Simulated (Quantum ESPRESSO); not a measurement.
# Ta (Im-3m) in Quantum ESPRESSO: notebook

One crystal, Ta, is run at these levels: PBEsol, RPBE, PW91, AM05; tasks: phonons.

Program: Quantum ESPRESSO 7.5. These are calculated values, not measurements. Logs are shortened: lines on timing, memory, paths and dates and some standing lists are left out, and cuts for length are marked.

## Step 1: Starting point

The structure is cubic, space group Im-3m (No. 229). The conventional cell has a = 3.303 Å, b = 3.303 Å, c = 3.303 Å, α = 90.00°, β = 90.00°, γ = 90.00°. Around Ta (site symmetry m-3m) lie 8 Ta at 2.86 Å.

## Step 2: Phonons, PBEsol

pw.in reads:

```
&CONTROL
  calculation = 'scf'
  prefix = 'pwscf'
  outdir = './tmp'
  pseudo_dir = './pseudo'
  tprnfor = .true.
  tstress = .true.
  disk_io = 'low'
/
&SYSTEM
  ibrav = 0
  A = 2.86010086
  nat = 1
  ntyp = 1
  ecutwfc = 58
  nbnd = 12
  occupations = 'smearing'
  smearing = 'mv'
  degauss = 0.01469973
/
&ELECTRONS
  conv_thr = 2d-10
  electron_maxstep = 120
  mixing_beta = 0.5
/
ATOMIC_SPECIES
Ta   180.9479 Ta.upf
CELL_PARAMETERS alat
  -0.5773502687    0.5773502687    0.5773502687
   0.5773502687   -0.5773502687    0.5773502687
   0.5773502687    0.5773502687   -0.5773502687
ATOMIC_POSITIONS alat
Ta     0.0000000000    0.0000000000    0.0000000000
K_POINTS automatic
11 11 11 0 0 0
```

relax.in reads:

```
&CONTROL
  calculation = 'vc-relax'
  prefix = 'pwscf'
  outdir = './tmp'
  pseudo_dir = './pseudo'
  tprnfor = .true.
  tstress = .true.
  disk_io = 'low'
  nstep = 40
  forc_conv_thr = 0.0001
  etot_conv_thr = 1d-06
/
&SYSTEM
  ibrav = 0
  A = 2.86010086
  nat = 1
  ntyp = 1
  ecutwfc = 58
  nbnd = 12
  occupations = 'smearing'
  smearing = 'mv'
  degauss = 0.01469973
/
&ELECTRONS
  conv_thr = 2d-10
  electron_maxstep = 120
  mixing_beta = 0.5
/
&IONS
  ion_dynamics = 'bfgs'
/
&CELL
  cell_dynamics = 'bfgs'
  press = 0
  press_conv_thr = 0.2
/
ATOMIC_SPECIES
Ta   180.9479 Ta.upf
CELL_PARAMETERS alat
  -0.5773502687    0.5773502687    0.5773502687
   0.5773502687   -0.5773502687    0.5773502687
   0.5773502687    0.5773502687   -0.5773502687
ATOMIC_POSITIONS alat
Ta     0.0000000000    0.0000000000    0.0000000000
K_POINTS automatic
11 11 11 0 0 0
```

scf2.in reads:

```
&CONTROL
  calculation = 'scf'
  prefix = 'pwscf'
  outdir = './tmp'
  pseudo_dir = './pseudo'
  tprnfor = .true.
  tstress = .true.
  disk_io = 'low'
/
&SYSTEM
  ibrav = 0
  A = 2.83989777
  nat = 1
  ntyp = 1
  ecutwfc = 58
  nbnd = 12
  occupations = 'smearing'
  smearing = 'mv'
  degauss = 0.01469973
/
&ELECTRONS
  conv_thr = 1d-13
  electron_maxstep = 120
  mixing_beta = 0.5
  startingpot = 'file'
  startingwfc = 'file'
/
ATOMIC_SPECIES
Ta   180.9479 Ta.upf
CELL_PARAMETERS alat
  -0.5773502695    0.5773502695    0.5773502695
   0.5773502695   -0.5773502695    0.5773502695
   0.5773502695    0.5773502695   -0.5773502695
ATOMIC_POSITIONS alat
Ta     0.0000000000    0.0000000000    0.0000000000
K_POINTS automatic
11 11 11 0 0 0
```

ph.in reads:

```
phonons of Ta
&INPUTPH
  prefix = 'pwscf'
  outdir = './tmp'
  tr2_ph = 1d-18
  fildyn = 'dyn'
  niter_ph = 90
  alpha_mix(1) = 0.4
/
0.4330127019 0.4330127019 0.4330127019
```

Potentials or basis: PseudoDojo 0.4.1 SR PBEsol standard.

Run with:

```console
$ OMP_NUM_THREADS=1 mpirun -n 4 pw.x -nk 4 -in pw.in > pw.out
$ OMP_NUM_THREADS=1 mpirun -n 4 pw.x -nk 4 -in relax.in > relax.out
$ OMP_NUM_THREADS=1 mpirun -n 4 pw.x -nk 4 -in scf2.in > scf2.out
$ OMP_NUM_THREADS=1 mpirun -n 4 ph.x -nk 4 -in ph.in > ph.out
```

pw.out:

```text
This program is part of the open-source Quantum ESPRESSO suite
     for quantum simulation of materials; please cite
         "P. Giannozzi et al., J. Phys.:Condens. Matter 21 395502 (2009);
         "P. Giannozzi et al., J. Phys.:Condens. Matter 29 465901 (2017);
         "P. Giannozzi et al., J. Chem. Phys. 152 154105 (2020);
     in publications or presentations arising from this work. More details at

     Message from routine setup:
     using ibrav=0 with symmetry is DISCOURAGED, use correct ibrav instead

     K-points division:     npool     =       4
     Subspace diagonalization in iterative solution of the eigenvalue problem:
     a serial algorithm will be used

     G-vector sticks info
     --------------------
     sticks:   dense  smooth     PW     G-vecs:    dense   smooth      PW
     Sum         507     507    169                 7155     7155    1409

     Using Slab Decomposition

     bravais-lattice index     =            0
     lattice parameter (alat)  =       5.4048  a.u.
     unit-cell volume          =     121.5399 (a.u.)^3
     number of atoms/cell      =            1
     number of atomic types    =            1
     number of electrons       =        13.00
     number of Kohn-Sham states=           12
     kinetic-energy cutoff     =      58.0000  Ry
     charge density cutoff     =     232.0000  Ry
     scf convergence threshold =      2.0E-10
     mixing beta               =       0.5000
     number of iterations used =            8  plain     mixing
     Exchange-correlation= PBESOL
                           (   1   4  10   8   0   0   0)

     celldm(1)=   5.404807  celldm(2)=   0.000000  celldm(3)=   0.000000
     celldm(4)=   0.000000  celldm(5)=   0.000000  celldm(6)=   0.000000

     crystal axes: (cart. coord. in units of alat)
               a(1) = (  -0.577350   0.577350   0.577350 )
               a(2) = (   0.577350  -0.577350   0.577350 )
               a(3) = (   0.577350   0.577350  -0.577350 )

     reciprocal axes: (cart. coord. in units 2 pi/alat)
               b(1) = (  0.000000  0.866025  0.866025 )
               b(2) = (  0.866025  0.000000  0.866025 )
               b(3) = (  0.866025  0.866025  0.000000 )

     PseudoPot. # 1 for Ta read from file:
     Ta.upf
     Pseudo is Norm-conserving + core correction, Zval = 13.0
     Generated using ONCVPSP code by D. R. Hamann
     Using radial grid of 1432 points,  8 beta functions with:
                l(1) =   0
                l(2) =   0
                l(3) =   1
                l(4) =   1
                l(5) =   2
                l(6) =   2
                l(7) =   3
                l(8) =   3

     atomic species   valence    mass     pseudopotential
     Ta               13.00   180.94790     Ta( 1.00)

     48 Sym. Ops., with inversion, found

   Cartesian axes

     site n.     atom                  positions (alat units)
         1        Ta     tau(   1) = (   0.0000000   0.0000000   0.0000000  )

     number of k points=    56  Marzari-Vanderbilt smearing, width (Ry)=  0.0147
                       cart. coord. in units 2pi/alat
        k(    1) = (   0.0000000   0.0000000   0.0000000), wk =   0.0015026
        k(    2) = (   0.0787296   0.0787296   0.0000000), wk =   0.0180316
        k(    3) = (   0.1574592   0.1574592   0.0000000), wk =   0.0180316
        k(    4) = (   0.2361887   0.2361887   0.0000000), wk =   0.0180316
        k(    5) = (   0.3149183   0.3149183   0.0000000), wk =   0.0180316
        k(    6) = (   0.3936479   0.3936479   0.0000000), wk =   0.0180316
[... 48 lines left out ...]
        k(   55) = (  -0.7872958  -0.0787296  -0.0787296), wk =   0.0120210
        k(   56) = (  -0.0000000  -0.0000000   0.7872958), wk =   0.0090158

     Dense  grid:     7155 G-vectors     FFT dimensions: (  27,  27,  27)

     Initial potential from superposition of free atoms

     starting charge      12.9992, renormalised to      13.0000
     Starting wfcs are   10 randomized atomic wfcs +    2 random wfcs

     Self-consistent Calculation

     iteration #  1     ecut=    58.00 Ry     beta= 0.50
     Davidson diagonalization with overlap
     ethr =  1.00E-02,  avg # of iterations =  3.6

     Threshold (ethr) on eigenvalues was too large:
     Diagonalizing with lowered threshold

     Davidson diagonalization with overlap
     ethr =  1.76E-04,  avg # of iterations =  2.2

     total energy              =    -130.16080983 Ry
     estimated scf accuracy    <       0.02387307 Ry

     iteration #  2     ecut=    58.00 Ry     beta= 0.50
     Davidson diagonalization with overlap
     ethr =  1.84E-04,  avg # of iterations =  1.9

     total energy              =    -130.16283171 Ry
     estimated scf accuracy    <       0.00163781 Ry

     iteration #  3     ecut=    58.00 Ry     beta= 0.50
     Davidson diagonalization with overlap
     ethr =  1.26E-05,  avg # of iterations =  2.4

     total energy              =    -130.16301007 Ry
     estimated scf accuracy    <       0.00011575 Ry

     iteration #  4     ecut=    58.00 Ry     beta= 0.50
     Davidson diagonalization with overlap
     ethr =  8.90E-07,  avg # of iterations =  1.7

     total energy              =    -130.16301405 Ry
     estimated scf accuracy    <       0.00000128 Ry

     iteration #  5     ecut=    58.00 Ry     beta= 0.50
     Davidson diagonalization with overlap
     ethr =  9.86E-09,  avg # of iterations =  2.0

     total energy              =    -130.16301447 Ry
     estimated scf accuracy    <       0.00000011 Ry

     iteration #  6     ecut=    58.00 Ry     beta= 0.50
     Davidson diagonalization with overlap
     ethr =  8.43E-10,  avg # of iterations =  2.0

     total energy              =    -130.16301449 Ry
     estimated scf accuracy    <          5.0E-10 Ry

     iteration #  7     ecut=    58.00 Ry     beta= 0.50
     Davidson diagonalization with overlap
     ethr =  3.83E-12,  avg # of iterations =  2.1

     End of self-consistent calculation

          k = 0.0000 0.0000 0.0000 (   935 PWs)   bands (ev):

   -48.8240 -14.7318 -14.7318 -14.7318  10.3655  19.0064  19.0064  19.0064
    22.2787  22.2787  32.8988  32.8988

          k = 0.0787 0.0787 0.0000 (   933 PWs)   bands (ev):

   -48.8149 -14.8332 -14.7631 -14.7323  10.7303  18.7727  18.9266  19.3672
    21.9298  22.2810  33.2150  33.5292

          k = 0.1575 0.1575 0.0000 (   921 PWs)   bands (ev):

   -48.7903 -15.0979 -14.8463 -14.7338  11.7183  18.2073  18.5492  20.4196
    21.5785  22.3360  33.6612  35.3993

          k = 0.2362 0.2362 0.0000 (   905 PWs)   bands (ev):

   -48.7580 -15.4302 -14.9532 -14.7359  12.9528  17.5676  18.1325  21.7801
    22.0641  22.5245  32.8237  34.3285

          k = 0.3149 0.3149 0.0000 (   908 PWs)   bands (ev):

   -48.7282 -15.7226 -15.0495 -14.7378  13.7398  17.0522  18.5520  22.1531
    22.8481  24.0726  31.2327  31.9034

          k = 0.3936 0.3936 0.0000 (   904 PWs)   bands (ev):

   -48.7104 -15.8911 -15.1059 -14.7390  13.8974  16.7711  19.6507  22.2024
    23.1435  25.8031  30.1556  30.2303

          k = 0.1575 0.0787 0.0787 (   930 PWs)   bands (ev):

   -48.7981 -15.0154 -14.7979 -14.7566  11.4130  18.4630  18.5652  20.1289
    21.4839  22.4201  33.7279  34.6192

          k = 0.2362 0.1575 0.0787 (   913 PWs)   bands (ev):

   -48.7696 -15.2989 -14.8981 -14.7680  12.5780  17.8650  18.0695  21.3272
    21.5585  22.6711  33.7577  35.0055

          k = 0.3149 0.2362 0.0787 (   907 PWs)   bands (ev):

   -48.7385 -15.5905 -15.0177 -14.7725  13.6993  17.2916  17.9388  21.6981
    22.9189  23.4344  32.0284  33.3707

          k = 0.3936 0.3149 0.0787 (   904 PWs)   bands (ev):

   -48.7147 -15.8046 -15.1091 -14.7753  14.1383  16.9192  18.7330  22.0656
    23.1666  25.4101  30.4190  31.2804

          k = 0.4724 0.3936 0.0787 (   896 PWs)   bands (ev):

   -48.7058 -15.8828 -15.1429 -14.7763  14.1716  16.7898  19.4248  22.0268
    23.3987  26.4362  29.5232  30.5875

          k = 0.3149 0.1575 0.1575 (   911 PWs)   bands (ev):

   -48.7424 -15.5193 -15.0008 -14.8143  13.7637  17.3561  17.6685  21.3370
    23.0173  23.3328  32.5265  34.7445

          k = 0.3936 0.2362 0.1575 (   905 PWs)   bands (ev):

   -48.7172 -15.6920 -15.1411 -14.8343  14.6761  16.9946  17.7723  21.7236
    23.1351  25.4190  30.5958  33.2086

          k = 0.4724 0.3149 0.1575 (   900 PWs)   bands (ev):

   -48.7023 -15.7836 -15.2373 -14.8417  14.8795  16.8916  18.3885  21.9758
    23.3542  27.2071  28.7509  31.8865
[... 118 lines left out ...]
   -48.7028 -15.5956 -15.2525 -15.0814  16.3567  16.6987  17.5729  23.1148
    23.3009  26.4526  29.2438  32.0344

          k = 0.0000 0.0000 0.3149 (   907 PWs)   bands (ev):

   -48.7591 -15.1640 -14.9665 -14.9665  12.9578  18.9376  19.0266  19.0266
    20.3591  23.4100  33.7850  36.5432

          k = 0.4724 0.3936 0.3936 (   910 PWs)   bands (ev):

   -48.7005 -15.4076 -15.4076 -15.1602  16.5831  17.2363  17.2363  23.3177
    23.3177  25.5267  30.6865  30.6865

          k =-0.0000-0.0787 0.3936 (   911 PWs)   bands (ev):

   -48.7293 -15.3985 -15.0786 -15.0042  14.1018  17.6730  18.8222  19.7293
    21.6797  23.4168  32.4914  36.9644

          k = 0.0000-0.1575 0.4724 (   903 PWs)   bands (ev):

   -48.7017 -15.6456 -15.1795 -14.9973  14.8982  17.1068  18.4366  20.3870
    23.6493  23.6702  31.6550  35.0859

          k = 0.0787-0.0787 0.4724 (   905 PWs)   bands (ev):

   -48.7016 -15.5510 -15.2129 -15.0561  15.0612  16.8014  18.9766  20.1848
    22.6689  23.6942  32.2067  36.0250

          k =-0.0000-0.2362 0.5511 (   910 PWs)   bands (ev):

   -48.6852 -15.7916 -15.2386 -14.9899  14.9982  17.3627  18.2050  20.2149
    25.0450  25.4756  29.9669  33.6793

          k = 0.0787-0.1575 0.5511 (   907 PWs)   bands (ev):

   -48.6804 -15.6884 -15.3268 -15.0566  15.5267  16.4891  18.5451  20.7433
    23.4783  25.6919  30.6613  33.7348

          k =-0.7873-0.2362-0.2362 (   912 PWs)   bands (ev):

   -48.6724 -15.7416 -15.3690 -15.0536  15.4642  16.7425  18.1972  20.7523
    24.5225  27.3151  28.8633  32.3145

          k =-0.7086-0.1575-0.2362 (   908 PWs)   bands (ev):

   -48.6677 -15.6566 -15.4996 -15.0621  16.0549  16.1365  17.8595  22.1348
    23.3333  27.9923  28.9159  31.4694

          k =-0.0000 0.0000 0.4724 (   908 PWs)   bands (ev):

   -48.7017 -15.4221 -15.1955 -15.1955  15.0035  16.8620  19.8137  19.8137
    21.8895  23.1508  32.9943  36.6713

          k = 0.0000-0.0787 0.5511 (   906 PWs)   bands (ev):

   -48.6762 -15.5748 -15.3006 -15.2317  15.5141  16.1079  19.9880  20.3569
    23.4038  23.5705  32.7374  34.3321

          k =-0.0000-0.1575 0.6298 (   905 PWs)   bands (ev):

   -48.6611 -15.6951 -15.3621 -15.2201  15.3819  16.0515  19.8888  20.2435
    25.1835  25.6623  29.8519  32.1440

          k = 0.0787-0.0787 0.6298 (   901 PWs)   bands (ev):

   -48.6568 -15.6242 -15.4340 -15.2616  15.5381  15.5961  19.8382  21.6906
    23.6460  25.6578  30.6747  32.0813

          k =-0.7873-0.1575-0.1575 (   906 PWs)   bands (ev):

   -48.6496 -15.6430 -15.4973 -15.2574  15.3386  15.5837  19.6514  22.2011
    24.3796  27.8559  28.4756  30.4841

          k = 0.0000 0.0000 0.6298 (   896 PWs)   bands (ev):

   -48.6528 -15.5391 -15.4094 -15.4094  15.3575  15.3928  21.5259  21.5259
    23.6330  23.8062  32.2419  32.2419

          k =-0.0000-0.0787 0.7086 (   896 PWs)   bands (ev):

   -48.6388 -15.6050 -15.4730 -15.4244  14.9707  15.1163  22.0054  22.0243
    24.9394  25.8349  29.4048  30.2023

          k =-0.7873-0.0787-0.0787 (   889 PWs)   bands (ev):

   -48.6321 -15.5666 -15.5666 -15.4359  14.8360  14.8360  21.9851  24.1864
    24.1864  28.0616  28.0616  28.2119

          k =-0.0000-0.0000 0.7873 (   880 PWs)   bands (ev):

   -48.6256 -15.5557 -15.5378 -15.5378  14.5782  14.6213  24.1072  24.1072
    24.9340  26.2685  28.0978  28.0978

     the Fermi energy is    18.2642 ev

!    total energy              =    -130.16301449 Ry
     estimated scf accuracy    <          2.0E-11 Ry
     smearing contrib. (-TS)   =       0.00051677 Ry
     internal energy E=F+TS    =    -130.16353126 Ry

     The total energy is F=E-TS. E is the sum of the following terms:
     one-electron contribution =     -16.85924013 Ry
     hartree contribution      =      14.64881698 Ry
     xc contribution           =     -29.40528463 Ry
     ewald contribution        =     -98.54782347 Ry

     convergence has been achieved in   7 iterations

     Forces acting on atoms (cartesian axes, Ry/au):

     atom    1 type  1   force =     0.00000000    0.00000000    0.00000000

     Total force =     0.000000     Total SCF correction =     0.000000

     Computing stress (Cartesian axis) and pressure

          total   stress  (Ry/bohr**3)                   (kbar)     P=      -43.08
  -0.00029283   0.00000000   0.00000000          -43.08        0.00        0.00
   0.00000000  -0.00029283   0.00000000            0.00      -43.08        0.00
   0.00000000   0.00000000  -0.00029283            0.00        0.00      -43.08

=------------------------------------------------------------------------------=
   JOB DONE.
=------------------------------------------------------------------------------=
```

Wall time 36 s (4 MPI ranks of Arm Neoverse V1, shared host); peak memory 0.36 GiB.

What came out:

```
Free energy                                 : -1770.9632 eV
Relaxed volume                              : 17.63 Å³/atom
Relaxed cell                                : a = 2.840 Å, b = 2.840 Å, c = 2.840 Å, α = 109.47°, β = 109.47°, γ = 109.47°
Space group after relaxing (to 0.05 Å)      : Im-3m (No. 229)
Pressure after relaxing                     : 0.0 GPa
Band gap on the k mesh                      : none (metal or under the smearing width)
Highest phonon frequency at the q point run : 119 cm⁻¹
```

Step by step:
```tsv
step	energy change (eV)	largest force (eV/Å)	pressure (GPa)	volume (Å³)
1	0.0000	0.0000	-4.31	18.01
2	-0.0052	0.0000	0.16	17.62
3	-0.0052	0.0000	-0.01	17.63
```

Final structure:
```
CELL_PARAMETERS angstrom
-1.63962 1.63962 1.63962
1.63962 -1.63962 1.63962
1.63962 1.63962 -1.63962
ATOMIC_POSITIONS crystal
Ta 0.00000 0.00000 0.00000
```

Phonon frequencies in cm⁻¹ (negative: imaginary):
| q point | frequencies |
| --- | --- |
| (0.250, 0.250, 0.250) | 119 119 119 |

Phonon modes at q = (0.250, 0.250, 0.250) in reciprocal lattice units:
```tsv
mode	symmetry	cm⁻¹
1	T_2	119
2	T_2	119
3	T_2	119
```

Caveat: the q point doesn't lie on the k mesh, which can shift a metal's frequencies strongly unless the mesh is converged.

(Part 1 of 3 ends here.)
